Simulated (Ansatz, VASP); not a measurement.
# Ba: VASP beside Ansatz

INCAR

```
  PREC = Accurate
  ENCUT = 520
  EDIFF = 1E-6
  ISMEAR = -1
  SIGMA = 0.05
  LREAL = F
  LASPH = T
  NELM = 80
  ALGO = Normal
  ISIF = 2
  LWAVE = F
  LCHARG = T
  GGA = PS
  LELF = T
  LVHAR = T
  NBANDS = 11
```

The input KPOINTS:

```
Automatic mesh
0
Gamma
  10 10 10
```

Contents of POSCAR:

```
Ba
1.0
   -2.5000000000      2.5000000000      2.4500000000
    2.5000000000     -2.5000000000      2.4500000000
    2.5000000000      2.5000000000     -2.4500000000
Ba
1
Direct
    0.0000000000      0.0000000000      0.0000000000
```

Input for Ansatz:

```yaml
crystal:
  lattice:
    - [-2.5, 2.5, 2.45]
    - [2.5, -2.5, 2.45]
    - [2.5, 2.5, -2.45]
  atoms:
    - { symbol: Ba, position: [0.0, 0.0, 0.0] }
kpoints:
  mp_grid: { grid: [10, 10, 10] }
  band_path:
    path:
      - [0.0, 0.0, 0.0]
      - [0.0, 0.0, 0.5]
      - [-0.5, 0.5, 0.5]
      - [0.0, 0.0, 0.0]
      - [0.4901, 0.4901, -0.4901]
      - [-0.4901, 0.5099, 0.4901]
      - [-0.5, 0.5, 0.5]
      - [0.0, 0.0, 0.5]
      - [0.25, 0.25, 0.25]
    npoints: 5
scf:
  occupations: { method: fermi_dirac, width: 0.05 }
hamiltonian:
  xc: pbesol
  pseudopotentials: { kind: all_electron, lapw: { basis_error: 0.0005 } }
output:
  forces: true
  stress: true
  eigenvalues: true
```

Change from the starting cell: zz strain of -2 %.

Alike in both runs: task single point; functional PBEsol; k mesh 10 × 10 × 10; occupations fermi-dirac, width 0.05 eV; no spin polarisation.

|  | VASP | Ansatz |
| --- | --- | --- |
| version | VASP 6.6.1 | Ansatz 0.2.0 |
| potentials or method | VASP PAW PBE potentials, release 64 (Ba_sv) | all-electron LAPW, scalar-relativistic |
| plane-wave cutoff (eV) | 520 | see its input |

```csv
,VASP,Ansatz,Ansatz less VASP
pressure (GPa),-0.4,-0.4,-0.07
largest component of the traceless stress (GPa),0.07,0.07,-0.001
```

Ansatz ran all-electron here, so the differences hold the error of VASP's frozen core and of both bases.

Caveats: the PAW data sets were made with another functional, which shifts forces and pressure a little (VASP). The runs have no spin-orbit coupling, so splittings on Ba are missing.
